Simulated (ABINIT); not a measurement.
# CaSe (Fm-3m): G0W0 with ABINIT, start to end, part 2 of 3

Aim: the G0W0 gap of CaSe (Fm-3m) on LDA, step by step.

ABINIT 10.8.3; LDA and many-body steps on it, plane waves. Known limits of the many-body steps: not at the basis limit; no spin-orbit coupling; coarse k mesh.

So far. Step 2 (Ground state): The gap is indirect, with the least direct gap 0.94 eV higher.

The database entry behind the starting cell differs from later determinations by our own check (0.1 to 0.3 % short, probably kX units), so it need not match the best structure at ambient conditions.

## 3. Bands along the symmetry lines

Level of this step: DFT, LDA, plane waves, norm-conserving pseudopotentials (ABINIT).

The cheap functional maps the bands first; the places of the edges decide which points the dearer methods must see.

Input file run.abi:

```
acell 3*1.0 Angstrom
rprim 
  -0.000000000000 2.956000000000 2.956000000000
  2.956000000000 -0.000000000000 2.956000000000
  2.956000000000 2.956000000000 -0.000000000000
ntypat 2
znucl 20 34
natom 2
typat 1 2
xred 
  0.000000000000 0.000000000000 0.000000000000
  0.500000000000 0.500000000000 0.500000000000
pp_dirpath "pseudos"
pseudos "Ca.upf, Se.upf"
ecut 48
iscf -2
irdden 1
kptopt 0
nkpt 50
kpt 
  0.00000000 0.00000000 0.00000000
  0.06250000 0.00000000 0.06250000
  0.12500000 0.00000000 0.12500000
  0.18750000 0.00000000 0.18750000
  0.25000000 0.00000000 0.25000000
  0.31250000 0.00000000 0.31250000
  0.37500000 0.00000000 0.37500000
  0.43750000 0.00000000 0.43750000
  0.50000000 0.00000000 0.50000000
  0.51562500 0.03125000 0.51562500
  0.53125000 0.06250000 0.53125000
  0.54687500 0.09375000 0.54687500
  0.56250000 0.12500000 0.56250000
  0.57812500 0.15625000 0.57812500
  0.59375000 0.18750000 0.59375000
  0.60937500 0.21875000 0.60937500
  0.62500000 0.25000000 0.62500000
  0.37500000 0.37500000 0.75000000
  0.32812500 0.32812500 0.65625000
  0.28125000 0.28125000 0.56250000
  0.23437500 0.23437500 0.46875000
  0.18750000 0.18750000 0.37500000
  0.14062500 0.14062500 0.28125000
  0.09375000 0.09375000 0.18750000
  0.04687500 0.04687500 0.09375000
  0.00000000 0.00000000 0.00000000
  0.06250000 0.06250000 0.06250000
  0.12500000 0.12500000 0.12500000
  0.18750000 0.18750000 0.18750000
  0.25000000 0.25000000 0.25000000
  0.31250000 0.31250000 0.31250000
  0.37500000 0.37500000 0.37500000
  0.43750000 0.43750000 0.43750000
  0.50000000 0.50000000 0.50000000
  0.50000000 0.46875000 0.53125000
  0.50000000 0.43750000 0.56250000
  0.50000000 0.40625000 0.59375000
  0.50000000 0.37500000 0.62500000
  0.50000000 0.34375000 0.65625000
  0.50000000 0.31250000 0.68750000
  0.50000000 0.28125000 0.71875000
  0.50000000 0.25000000 0.75000000
  0.50000000 0.21875000 0.71875000
  0.50000000 0.18750000 0.68750000
  0.50000000 0.15625000 0.65625000
  0.50000000 0.12500000 0.62500000
  0.50000000 0.09375000 0.59375000
  0.50000000 0.06250000 0.56250000
  0.50000000 0.03125000 0.53125000
  0.50000000 -0.00000000 0.50000000
istwfk *1
nband 24
nbdbuf 2
tolwfr 1e-08
nstep 40
prtwf 0
prtvol 0
indata_prefix "in"
outdata_prefix "out"
tmpdata_prefix "tmp"
```

Launch:

```bash
$ OMP_NUM_THREADS=1 mpirun -n 4 abinit run.abi > log
```

Numbers of over 12 decimals in the logs are rounded to 6 here.

What it wrote:

```text
.Version 10.8.3 of ABINIT. v10.8.2 released Aug 2026.

 Symmetries : space group Fm -3 m (#225); Bravais cF (face-center cubic)
[... echo of the input left out ...]
== DATASET  1 ==================================================================
-   mpi_nproc: 4, omp_nthreads: 1 (-1 if OMP is not activated)

--- !DatasetInfo
iteration_state: {dtset: 1, }
dimensions: {natom: 2, nkpt: 50, mband: 24, nsppol: 1, nspinor: 1, nspden: 1, mpw: 5593, }
cutoff_energies: {ecut:  48.0, pawecutdg:  -1.0, }
electrons: {nelect:   3.40000000E+01, charge:   0.00000000E+00, occopt:   1.00000000E+00, tsmear:   1.00000000E-02, }

 Real(R)+Recip(G) space primitive vectors, cartesian coordinates (Bohr,Bohr^-1):
 R(1)=  0.0000000  5.5860304  5.5860304  G(1)= -0.0895090  0.0895090  0.0895090
 R(2)=  5.5860304  0.0000000  5.5860304  G(2)=  0.0895090 -0.0895090  0.0895090
 R(3)=  5.5860304  5.5860304  0.0000000  G(3)=  0.0895090  0.0895090 -0.0895090
 Unit cell volume ucvol=  3.4861004E+02 bohr^3
 Angles (23,13,12)=  6.00000000E+01  6.00000000E+01  6.00000000E+01 degrees

 getcut: wavevector=  0.0000  0.0000  0.0000  ngfft=  50  50  50
         ecut(hartree)=     48.000   => boxcut(ratio)=   2.03020

--- Pseudopotential description ------------------------------------------------
- Ca Generated using ONCVPSP code by D. R. Hamann
- 20.00000  10.00000  180309                  znucl, zion, pspdat
12 -1012 2 -1 1724                            pspcod,pspxc,lmax,lloc,mmax
     nproj     2     2     2
  pspatm : epsatm=   12.51424511
         --- l  ekb(1:nproj) -->
             0   10.026170    0.975458
             1    2.942990    0.445396
             2   -3.490458   -1.115963
 pspatm: atomic psp has been read  and splines computed

- Se Generated using ONCVPSP code by D. R. Hamann
- 34.00000  24.00000  180309                  znucl, zion, pspdat
12 -1012 2 -1 1198                            pspcod,pspxc,lmax,lloc,mmax
     nproj     2     2     2
  pspatm : epsatm=   25.89836092
         --- l  ekb(1:nproj) -->
[...]
pspatm: atomic psp has been read  and splines computed

--------------------------------------------------------------------------------

================================================================================
 prteigrs : about to open file out_EIG
 Non-SCF case, kpt    1 (  0.00000  0.00000  0.00000), residuals and eigenvalues=
  5.58E-09  2.65E-09  6.03E-09  7.66E-09  1.60E-09  3.86E-09  2.00E-09  2.61E-09
  6.62E-09  5.74E-09  2.27E-09  5.12E-09  4.86E-09  9.18E-09  5.22E-09  4.79E-09
  2.29E-09  3.20E-09  2.66E-09  4.83E-09  8.72E-09  6.32E-09  1.08E-08  1.74E-08
 -7.3797E+00 -5.1762E+00 -5.1762E+00 -5.1762E+00 -1.5276E+00 -1.5276E+00
 -1.5273E+00 -1.5273E+00 -1.5273E+00 -1.2819E+00 -5.9207E-01 -5.9207E-01
 -5.9207E-01 -2.7118E-01  1.6526E-01  1.6526E-01  1.6526E-01  2.7894E-01
[...]
Non-SCF case, kpt    2 (  0.06250  0.00000  0.06250), residuals and eigenvalues=
[...]
Non-SCF case, kpt    3 (  0.12500  0.00000  0.12500), residuals and eigenvalues=
[...]
Non-SCF case, kpt   49 (  0.50000  0.03125  0.53125), residuals and eigenvalues=
[...]
Non-SCF case, kpt   50 (  0.50000 -0.00000  0.50000), residuals and eigenvalues=
[...]
-5.9336E-01 -2.5007E-01  7.1702E-02  1.3061E-01  1.3061E-01  2.3412E-01
  3.4337E-01  3.4653E-01  3.8170E-01  3.8170E-01  3.8194E-01  5.3139E-01

--- !ResultsGS
iteration_state: {dtset: 1, }
comment   : Summary of ground state results
lattice_vectors:
- [ -0.0000000,   5.5860304,   5.5860304, ]
- [  5.5860304,  -0.0000000,   5.5860304, ]
- [  5.5860304,   5.5860304,  -0.0000000, ]
lattice_lengths: [   7.89984,    7.89984,    7.89984, ]
lattice_angles: [ 60.000,  60.000,  60.000, ] # degrees, (23, 13, 12)
lattice_volume:   3.4861004E+02
convergence: {deltae:  0.000E+00, res2:  0.000E+00, residm:  9.998E-09, diffor:  0.000E+00, }
etotal    :  -3.80307069E+02
entropy   :   0.00000000E+00
fermie    :   1.65263419E-01
cartesian_stress_tensor: null
pressure_GPa: null
xred      :
- [  0.0000E+00,   0.0000E+00,   0.0000E+00, Ca]
- [  5.0000E-01,   5.0000E-01,   5.0000E-01, Se]
cartesian_forces: null
force_length_stats: {min: null, max: null, mean: null, }

 Integrated electronic density in atomic spheres:
 ------------------------------------------------
 Atom  Sphere_radius  Integrated_density
[...]
================================================================================

 ----iterations are completed or convergence reached----

 Mean square residual over all n,k,spin=   49.920E-10; max=  99.982E-10
 reduced coordinates (array xred) for    2 atoms
       0.000000000000      0.000000000000      0.000000000000
       0.500000000000      0.500000000000      0.500000000000

 cartesian coordinates (angstrom) at end:
    1      0.000000     0.000000     0.000000
    2      2.956000     2.956000     2.956000
 length scales=  1.889726125908  1.889726125908  1.889726125908 bohr
              =  1.000000000000  1.000000000000  1.000000000000 angstroms
 prteigrs : about to open file out_EIG
 Eigenvalues (hartree) for nkpt=  50  k points:
 kpt#   1, nband= 24, wtk=  1.00000, kpt=  0.0000  0.0000  0.0000 (reduced coord)
[...]
kpt#   2, nband= 24, wtk=  1.00000, kpt=  0.0625  0.0000  0.0625 (reduced coord)
[...]
kpt#   3, nband= 24, wtk=  1.00000, kpt=  0.1250  0.0000  0.1250 (reduced coord)
[...]
kpt#  49, nband= 24, wtk=  1.00000, kpt=  0.5000  0.0313  0.5313 (reduced coord)
[...]
kpt#  50, nband= 24, wtk=  1.00000, kpt=  0.5000  0.0000  0.5000 (reduced coord)
[...]
-1.52732   -1.28155   -0.59529   -0.59336   -0.59336   -0.25007    0.07170    0.13061
   0.13061    0.23412    0.34337    0.34653    0.38170    0.38170    0.38194    0.53139

== END DATASET(S) ==============================================================
================================================================================

 -outvars: echo values of variables after computation  --------
            nband          24
             nkpt          50
          spgroup         225
 [... the other variables as echoed above ...]

 Calculation completed.
```

Wall time 30 s (4 MPI ranks of Arm Neoverse V2, shared host); peak memory 0.37 GiB.

Numbers from this step:

```yaml
gap: 1.874 eV
k_of_the_valence_top: 0, 0, 0
k_of_the_conduction_bottom: 0.5, 0, 0.5
least_direct_gap: 2.817 eV
```

The gap is 1.874 eV, as in the run before at this level.

Electronic bands along the path, in eV, zero at the top of the highest filled band:

| point | band 14 | band 15 | band 16 | band 17 | band 18 | band 19 | band 20 | band 21 |
| --- | --- | --- | --- | --- | --- | --- | --- | --- |
| Γ | -11.88 | 0.00 | 0.00 | 0.00 | 3.09 | 3.55 | 3.55 | 3.55 |
| halfway | -11.51 | -2.16 | -0.62 | -0.62 | 2.57 | 4.29 | 4.52 | 5.18 |
| X | -11.30 | -2.55 | -0.94 | -0.94 | 1.87 | 4.85 | 4.93 | 5.89 |
| halfway | -11.28 | -2.48 | -1.36 | -1.00 | 2.28 | 5.18 | 5.26 | 5.81 |
| U | -11.22 | -2.28 | -2.09 | -1.13 | 3.13 | 5.54 | 5.56 | 5.58 |
| jump to K | -11.22 | -2.28 | -2.09 | -1.13 | 3.13 | 5.54 | 5.56 | 5.58 |
| halfway | -11.44 | -2.32 | -1.02 | -0.95 | 4.13 | 4.26 | 4.46 | 5.02 |
| Γ | -11.88 | 0.00 | 0.00 | 0.00 | 3.09 | 3.55 | 3.55 | 3.55 |
| halfway | -11.55 | -2.06 | -0.72 | -0.72 | 3.56 | 4.28 | 4.28 | 5.56 |
| L | -11.18 | -3.34 | -1.22 | -1.22 | 4.38 | 5.32 | 5.35 | 5.35 |
| halfway | -11.19 | -2.88 | -1.66 | -1.26 | 4.33 | 4.61 | 5.57 | 5.86 |
| W | -11.21 | -2.01 | -2.01 | -1.71 | 4.26 | 4.26 | 5.10 | 5.61 |
| halfway | -11.26 | -2.41 | -1.38 | -1.36 | 2.68 | 4.99 | 5.53 | 5.71 |
| X | -11.30 | -2.55 | -0.94 | -0.94 | 1.87 | 4.85 | 4.93 | 5.89 |

The electronic bands as a text plot (rows in eV, shown from -8.0 to 4.2 only):

```
    3.9 |+++++             +    ++++++++ +++ +++           +
    3.4 |++++                        ++++++++               +
    2.9 |+   +           ++           ++                     +
    2.4 |     ++++     ++                                     +
    1.9 |         +++++                                        ++
    1.4 |
    0.9 |
    0.4 |
   -0.1 |****                      ********
   -0.7 |    ******              **      ****
   -1.2 |  **      **************  **        ***********     ****
   -1.7 |    *          **  **   **        *         ********
   -2.2 |     **         ***    *           *           ******
   -2.7 |       *********  *****             **       **      ***
   -3.2 |                                      *******
   -3.7 |
   -4.2 |
   -4.7 |
   -5.2 |
   -5.7 |
   -6.2 |
   -6.7 |
   -7.2 |
   -7.7 |
         Γ           X  U|K            Γ         L        W     X
```

## 4. Empty states on the mesh, 4×4×4 mesh, 60 bands

The sums over transitions need many empty states on a uniform mesh; this step solves for them.

Input file run.abi:

```
acell 3*1.0 Angstrom
rprim 
  -0.000000000000 2.956000000000 2.956000000000
  2.956000000000 -0.000000000000 2.956000000000
  2.956000000000 2.956000000000 -0.000000000000
ntypat 2
znucl 20 34
natom 2
typat 1 2
xred 
  0.000000000000 0.000000000000 0.000000000000
  0.500000000000 0.500000000000 0.500000000000
pp_dirpath "pseudos"
pseudos "Ca.upf, Se.upf"
ecut 48
ngkpt 4 4 4
nshiftk 1
shiftk 0 0 0
kptopt 1
chksymbreak 0
iscf -2
irdden 1
istwfk *1
nband 60
nbdbuf 4
tolwfr 1e-09
nstep 60
prtvol 0
indata_prefix "in"
outdata_prefix "out"
tmpdata_prefix "tmp"
```

What it wrote:

```text
.Version 10.8.3 of ABINIT. v10.8.2 released Aug 2026.

 Symmetries : space group Fm -3 m (#225); Bravais cF (face-center cubic)
[... echo of the input left out ...]
== DATASET  1 ==================================================================
-   mpi_nproc: 4, omp_nthreads: 1 (-1 if OMP is not activated)

--- !DatasetInfo
iteration_state: {dtset: 1, }
dimensions: {natom: 2, nkpt: 8, mband: 60, nsppol: 1, nspinor: 1, nspden: 1, mpw: 5577, }
cutoff_energies: {ecut:  48.0, pawecutdg:  -1.0, }
electrons: {nelect:   3.40000000E+01, charge:   0.00000000E+00, occopt:   1.00000000E+00, tsmear:   1.00000000E-02, }

 Real(R)+Recip(G) space primitive vectors, cartesian coordinates (Bohr,Bohr^-1):
 R(1)=  0.0000000  5.5860304  5.5860304  G(1)= -0.0895090  0.0895090  0.0895090
 R(2)=  5.5860304  0.0000000  5.5860304  G(2)=  0.0895090 -0.0895090  0.0895090
 R(3)=  5.5860304  5.5860304  0.0000000  G(3)=  0.0895090  0.0895090 -0.0895090
 Unit cell volume ucvol=  3.4861004E+02 bohr^3
 Angles (23,13,12)=  6.00000000E+01  6.00000000E+01  6.00000000E+01 degrees

 getcut: wavevector=  0.0000  0.0000  0.0000  ngfft=  50  50  50
         ecut(hartree)=     48.000   => boxcut(ratio)=   2.03020

--- Pseudopotential description ------------------------------------------------
- Ca Generated using ONCVPSP code by D. R. Hamann
- 20.00000  10.00000  180309                  znucl, zion, pspdat
12 -1012 2 -1 1724                            pspcod,pspxc,lmax,lloc,mmax
     nproj     2     2     2
  pspatm : epsatm=   12.51424511
         --- l  ekb(1:nproj) -->
             0   10.026170    0.975458
             1    2.942990    0.445396
             2   -3.490458   -1.115963
 pspatm: atomic psp has been read  and splines computed

- Se Generated using ONCVPSP code by D. R. Hamann
- 34.00000  24.00000  180309                  znucl, zion, pspdat
12 -1012 2 -1 1198                            pspcod,pspxc,lmax,lloc,mmax
     nproj     2     2     2
  pspatm : epsatm=   25.89836092
         --- l  ekb(1:nproj) -->
[...]
pspatm: atomic psp has been read  and splines computed

--------------------------------------------------------------------------------

================================================================================
 prteigrs : about to open file out_EIG
 Non-SCF case, kpt    1 (  0.00000  0.00000  0.00000), residuals and eigenvalues=
  2.83E-10  8.18E-10  6.88E-10  1.54E-10  1.90E-10  2.72E-10  1.71E-10  3.15E-10
  3.76E-10  1.93E-10  1.56E-10  2.08E-10  6.77E-10  9.16E-10  2.93E-10  7.05E-10
  9.67E-10  2.85E-10  1.99E-10  2.19E-10  6.71E-10  1.82E-10  7.36E-10  1.84E-10
[...]
7.35E-10  5.21E-10  6.54E-10  5.20E-06
 -7.3797E+00 -5.1762E+00 -5.1762E+00 -5.1762E+00 -1.5276E+00 -1.5276E+00
 -1.5273E+00 -1.5273E+00 -1.5273E+00 -1.2819E+00 -5.9207E-01 -5.9207E-01
 -5.9207E-01 -2.7118E-01  1.6526E-01  1.6526E-01  1.6526E-01  2.7894E-01
[...]
1.5387E+00  1.5387E+00  1.5387E+00  1.6121E+00  1.6239E+00  1.6259E+00
  1.6259E+00  1.6259E+00  1.6279E+00  1.6279E+00  1.6279E+00  1.6686E+00
 prteigrs : prtvol=0 or 1, do not print more k-points.

--- !ResultsGS
iteration_state: {dtset: 1, }
comment   : Summary of ground state results
lattice_vectors:
- [ -0.0000000,   5.5860304,   5.5860304, ]
- [  5.5860304,  -0.0000000,   5.5860304, ]
- [  5.5860304,   5.5860304,  -0.0000000, ]
lattice_lengths: [   7.89984,    7.89984,    7.89984, ]
lattice_angles: [ 60.000,  60.000,  60.000, ] # degrees, (23, 13, 12)
lattice_volume:   3.4861004E+02
convergence: {deltae:  0.000E+00, res2:  0.000E+00, residm:  9.984E-10, diffor:  0.000E+00, }
etotal    :  -3.80307069E+02
entropy   :   0.00000000E+00
fermie    :   1.65263419E-01
cartesian_stress_tensor: null
pressure_GPa: null
xred      :
- [  0.0000E+00,   0.0000E+00,   0.0000E+00, Ca]
- [  5.0000E-01,   5.0000E-01,   5.0000E-01, Se]
cartesian_forces: null
force_length_stats: {min: null, max: null, mean: null, }

 Integrated electronic density in atomic spheres:
 ------------------------------------------------
 Atom  Sphere_radius  Integrated_density
[...]
================================================================================

 ----iterations are completed or convergence reached----

 Mean square residual over all n,k,spin=   44.593E-11; max=  99.841E-11
 reduced coordinates (array xred) for    2 atoms
       0.000000000000      0.000000000000      0.000000000000
       0.500000000000      0.500000000000      0.500000000000

 cartesian coordinates (angstrom) at end:
    1      0.000000     0.000000     0.000000
    2      2.956000     2.956000     2.956000
 length scales=  1.889726125908  1.889726125908  1.889726125908 bohr
              =  1.000000000000  1.000000000000  1.000000000000 angstroms
 prteigrs : about to open file out_EIG
 Eigenvalues (hartree) for nkpt=   8  k points:
 kpt#   1, nband= 60, wtk=  0.01563, kpt=  0.0000  0.0000  0.0000 (reduced coord)
[...]
1.15772    1.18534    1.18534    1.18534    1.44183    1.48853    1.48853    1.48853
   1.53873    1.53873    1.53873    1.61214    1.62388    1.62593    1.62593    1.62593
   1.62792    1.62792    1.62792    1.66862
 prteigrs : prtvol=0 or 1, do not print more k-points.

== END DATASET(S) ==============================================================
================================================================================

 -outvars: echo values of variables after computation  --------
            nband          60
             nkpt           8
          spgroup         225
 [... the other variables as echoed above ...]

 Calculation completed.
```

It took 17 s on 4 MPI ranks; peak memory 0.32 GiB; 69 s of CPU time.

Numbers from this step:

* gap: 1.874 eV
* k of the valence top: 0, 0, 0
* k of the conduction bottom: 0.5, 0.5, 0
* least direct gap: 2.817 eV
* k points computed: 8
* lowest point of the top converged band, above the valence top: 38.52 eV

On this mesh the gap is 1.874 eV.

## 5. Screening, 4×4×4 mesh, 56 bands, screening to 108.8 eV

The RPA dielectric matrix is built and inverted for each q.

This step: RPA screening on LDA, plane waves, norm-conserving pseudopotentials.

Edit run.abi of step 4 so:

```diff
@@ -20,10 +20,11 @@
 chksymbreak 0
-iscf -2
-irdden 1
 istwfk *1
-nband 60
-nbdbuf 4
-tolwfr 1e-09
-nstep 60
-prtvol 0
+occopt 1
+irdwfk 1
+optdriver 3
+nband 56
+ecuteps 4
+inclvkb 2
+awtr 1
+symchi 1
 indata_prefix "in"
```

What it wrote:

```text
.Version 10.8.3 of ABINIT. v10.8.2 released Aug 2026.

 Symmetries : space group Fm -3 m (#225); Bravais cF (face-center cubic)
[... echo of the input left out ...]
== DATASET  1 ==================================================================
-   mpi_nproc: 4, omp_nthreads: 1 (-1 if OMP is not activated)

--- !DatasetInfo
iteration_state: {dtset: 1, }
dimensions: {natom: 2, nkpt: 8, mband: 56, nsppol: 1, nspinor: 1, nspden: 1, mpw: 5577, }
cutoff_energies: {ecut:  48.0, pawecutdg:  -1.0, }
electrons: {nelect:   3.40000000E+01, charge:   0.00000000E+00, occopt:   1.00000000E+00, tsmear:   1.00000000E-02, }

 SCREENING: Calculation of the susceptibility and dielectric matrices

 Based on a program developped by R.W. Godby, V. Olevano, G. Onida, and L. Reining.
 Incorporated in ABINIT by V. Olevano, G.-M. Rignanese, and M. Torrent.
.Using double precision arithmetic ; gwpc =  8

[... cell and pseudopotentials left out ...]
--------------------------------------------------------------------------------

 ==== K-mesh for the wavefunctions ====
 Number of points in the irreducible wedge :     8
[... list of points left out ...]
 Together with 48 symmetry operations and time-reversal symmetry
 yields    64 points in the full Brillouin Zone.

 ==== Q-mesh for the screening function ====
 Number of points in the irreducible wedge :     8
[... list of points left out ...]
 Together with 48 symmetry operations and time-reversal symmetry
 yields    64 points in the full Brillouin Zone.

 setmesh: FFT mesh size selected  =    32x   32x   32
          total number of points  =        32768

 vcoul_init : cutoff-mode = AUXILIARY_FUNCTION
 q-points for optical limit:   1
     1)      0.000010    0.000020    0.000030

- screening: taking advantage of time-reversal symmetry
- Maximum band index for partially occupied states nbvw = 17
- Remaining bands to be divided among processors   nbcw = 39
- Number of bands treated by each node ~9

 Number of electrons calculated from density =   34.0000; Expected =   34.0000
 average of density, n =  0.097530
 r_s =    1.3477
 omega_plasma =   30.1249 [eV]

 calculating chi0 at frequencies [eV] :
  1    0.000000E+00    0.000000E+00
  2    0.000000E+00    3.012487E+01

--------------------------------------------------------------------------------
  q-point number  1        q = ( 0.000000, 0.000000, 0.000000) [r.l.u.]
--------------------------------------------------------------------------------
[... chi0 elements left out ...]
 For q-point:  0.000010 0.000020 0.000030
  dielectric constant =   6.2679
  dielectric constant without local fields =   7.2909

  Average fulfillment of the sum rule on Im[epsilon] for q-point    1 :     31.00  [%]
[... wings left out ...]
  q-point number  2        q = ( 0.250000, 0.000000, 0.000000) [r.l.u.]
--------------------------------------------------------------------------------
[... chi0 elements left out ...]
  Average fulfillment of the sum rule on Im[epsilon] for q-point    2 :     38.92  [%]

 [... 6 further q-points ...]
```

Run time: 14 s. Hardware: 4 MPI ranks; peak memory 0.9 GiB; 55 s of CPU time.

This step gave:

* ε∞ with local fields, on this mesh, along the program's q direction: 6.268
* the same without local fields: 7.291
* plasma frequency: 30.12 eV
* plane waves in the screening matrix: 137

Local fields lower ε∞ by 14 %. On a Γ-centred mesh this coarse the value itself is usually too large, while a short band sum pulls it down.

(Part 2 of 3 ends here.)

[Paths, hosts, dates, memory and timing lines, banners, echoed tables and standing remarks are left out of the program output.]

[Logs are printed without paths, hosts, clocks, repeated set-up lines and the standing remarks that a program may print on its own settings, such as how far it seeks lower states.]

[Runs of the session that timed out or met a known fault of the program may be left out.]

[Hosts, paths, dates, database ids (printed as entryN), source tags and the programs' standing remarks are cut or masked in the printed files.]

[G0W0 gaps are taken among the corrected bands and points alone; a level outside them can change the order at an edge.]

[Where Ansatz stands beside ABINIT at settings called matched, ABINIT's density can come from a denser mesh and the files from another edition; pairs whose starting gaps differed by over 0.03 eV were left out, so agreement reads better than it is.]
